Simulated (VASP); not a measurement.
TiSe2:

```
Ti Se
1.0
     3.53600    0.00000    0.00000
    -1.76800    3.06227    0.00000
     0.00000    0.00000    6.00400
Ti Se
1 2
Direct
  0.00000 0.00000 0.00000
  0.33333 0.66667 0.25520
  0.66667 0.33333 0.74480
```

| Quantity | Value |
| --- | --- |
| Program | VASP 6.6.1 |
| Task | relaxation of cell and atoms |
| Functional | PBE |
| Dispersion | D3(BJ) |
| Potentials or basis | VASP PAW PBE potentials, release 64 (Ti_sv, Se) |
| Cutoff | 520 eV |
| k mesh | 3 × 3 × 2 |
| Occupations | gaussian, width 0.02 eV |
| Spin | no spin polarisation |

At the start: pressure -1.0 GPa; volume 21.67 Å³/atom.

Task: Where does the relaxation end?

Result: Over 16 steps the energy falls by 9.9 meV/atom and the volume is 21.36 Å³/atom (-1.4 %); space group P-3m1 (No. 164, to 0.05 Å).

The path:
```
step  energy change (eV)  largest force (eV/Å)  pressure (GPa)  volume (Å³)
   1              0.0000                0.1084           -1.04        65.01
   2             -0.0222                0.1461            0.30        63.68
   3             -0.0245                0.1550            0.77        63.29
   4             -0.0227                0.1722            1.75        62.51
   5             -0.0249                0.1602            1.05        63.06
   6             -0.0262                0.1919           -0.40        63.72
   7             -0.0290                0.0344            0.24        63.42
   8             -0.0293                0.0387            0.00        63.68
   9             -0.0293                0.0397           -0.06        63.75
  10             -0.0295                0.0144            0.01        63.80
  11             -0.0296                0.0176            0.11        63.86
  12             -0.0298                0.0081            0.03        63.99
  13             -0.0298                0.0029           -0.07        64.12
  14             -0.0298                0.0032           -0.01        64.09
  15             -0.0298                0.0034           -0.01        64.09
  16             -0.0298                0.0020           -0.01        64.08
```

Final structure:
```yaml
crystal:
  lattice:
    - [3.46509, 0.00000, 0.00000]
    - [-1.73255, 3.00086, 0.00000]
    - [0.00000, 0.00000, 6.16306]
  atoms:
    - { symbol: Ti, position: [0.00000, 0.00000, 0.00000] }
    - { symbol: Se, position: [0.33333, 0.66667, 0.25531] }
    - { symbol: Se, position: [0.66667, 0.33333, 0.74469] }
```

Caveat: the k mesh is coarse (spacing up to 0.68 Å⁻¹), so the values aren't converged.
